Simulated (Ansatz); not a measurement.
Here is an Ansatz 0.2.0 calculation.

File input.yaml:

```yaml
crystal:
  lattice:
    - [1.383, -4.0265, 0.0]
    - [1.383, 4.0265, 0.0]
    - [-0.1174474948, 0.0, 3.3299294416]
  atoms:
    - { symbol: Ga, position: [0.131, 0.869, 0.75] }
    - { symbol: Ga, position: [0.869, 0.131, 0.25] }
hamiltonian:
  xc: pbesol
  pseudopotentials: { kind: paw }
kpoints:
  mp_grid: { grid: [10, 10, 8] }
scf:
  occupations: { method: fermi_dirac, width: 0.05 }
output:
  forces: true
  stress: true
elastic:
  mode: clamped_ion
  stencil: two_point
```

Potentials or basis: Ansatz PAW.

Command:

```sh
$ ansatz run input.yaml --threads 2 --pin off --max-ram 5632MiB --backend cpu --events-out ev --progress --plain --runs-dir out
```

What does it give for the Voigt bulk modulus?

52 GPa.

Estimate the pressure.

-2.0 GPa.

What does it give for the band gap on the k mesh?

None (metal or under the smearing width).

Predict the largest force.

0.197 eV/Å.

Elastic tensor in Voigt notation (GPa, ions clamped, in the Cartesian axes of the cell as first typed):
```
85 31 51  0 11  0
31 82 40  0 -2  0
50 39 58  0 -4  0
 0  0  0 19  0 14
12 -2 -3  0 12  0
 0  0  0 14  0 14
```

Caveat: elastic constants of metals need much finer meshes, so these are rough; the PAW data sets come from PBE, with cores solved anew for the run's functional, which leaves a small shift of forces and pressure.
